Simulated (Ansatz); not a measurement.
## Al under changes of volume

One of the cells (16.603 Å³/atom); the others are scaled copies at fixed shape and fractional positions:

```
CELL_PARAMETERS angstrom
0.00000 2.02481 2.02481
2.02481 0.00000 2.02481
2.02481 2.02481 0.00000
ATOMIC_POSITIONS crystal
Al 0.00000 0.00000 0.00000
```

```yaml
Program: Ansatz 0.2.0
Functional: SVWN5
Potentials_or_basis: Ansatz PAW
Cutoff: "420 eV (not typed: the program's choice for these potentials)"
k_mesh: 11 × 11 × 11
Occupations: fermi-dirac, width 0.05 eV
Spin: no spin polarisation
```

```tsv
volume (Å³/atom)	energy over the lowest point (meV/atom)	pressure (GPa)
15.607	0.45	1.2
15.939	0.00	-0.7
16.271	3.10	-2.3
16.603	?	?
16.935	18.50	-5.0
17.267	30.12	-6.2
17.599	43.98	-7.2
```

**Question.** What does the run at 16.603 Å³/atom give?

**Answer.** Energy over the lowest point 9.38 meV/atom; pressure -3.7 GPa.

Worked out: A Birch-Murnaghan fit of order 3 (a polynomial in V^(-2/3)) to the other rows has its minimum at 15.81 Å³/atom with B0 = V·E''(V) = 86 GPa and B' = 4.6. It gives 9.39 meV/atom at 16.603 Å³/atom, against the run's 9.38, and -dE/dV = -3.7 GPa, against -3.7.

Energies are extrapolated to zero smearing.

Caveats: the PAW data sets come from PBE, with cores solved anew for the run's functional, which leaves a small shift of forces and pressure.
